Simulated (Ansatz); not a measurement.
Runs of Ansatz 0.2.0 on Pt. The typed cell holds 1 atom: a = 2.743 Å, b = 2.761 Å, c = 2.721 Å, α = 109.34°, β = 109.59°, γ = 109.30°. This isn't the form of Pt at room conditions, which is fcc.

| task | level | spin | cell | k mesh | gap on the mesh (eV) | pressure (GPa) | relaxed volume (Å³/atom) |
| --- | --- | --- | --- | --- | --- | --- | --- |
| single point | PBE0 | SOC, no magnetisation | cell sheared at random, sigma 0.01, atoms nudged by 0.01 Å | 5 × 5 × 5 | none | (a) | - |
| single point | PBE0 | off | cell sheared at random, sigma 0.01, atoms nudged by 0.01 Å | 6 × 6 × 6 | none | (b) | - |
| relaxation of cell and atoms | HSE06 | off | relaxed from: cell sheared at random, sigma 0.01, atoms nudged by 0.01 Å | 6 × 6 × 6 | none | 0.0 | 15.07 |
| single point | PBEsol0 | off | cell sheared at random, sigma 0.01, atoms nudged by 0.01 Å | 6 × 6 × 6 | none | -15.5 | - |
| relaxation of cell and atoms | PBEsol0 | off | relaxed from: cell sheared at random, sigma 0.01, atoms nudged by 0.01 Å | 6 × 6 × 6 | none | 0.0 | 14.94 |

Alike in all rows: potentials or basis Ansatz PAW; cutoff (eV) 420; smearing fermi-dirac 0.05 eV; the mesh is coarse, so values aren't converged.

**Question.** Fill in the values left out.

**Answer.** (a) -6.7; (b) -8.7.

Caveats: all runs use coarse meshes; the PAW data sets come from PBE, with cores solved anew for the run's functional, which leaves a small shift of forces and pressure; the thresholds are loose for stress (some runs); the plane-wave basis is chosen anew once the cell has moved, so the energies of steps on either side of that aren't comparable (some runs); so large a pressure means that the cell lies far from this level's equilibrium, or that cutoff or potentials fall short (some runs).

A k mesh can miss the band edges, and rows without SOC leave out spin-orbit coupling on Pt.

A gap of «none» marks a metal or a gap under the smearing width.
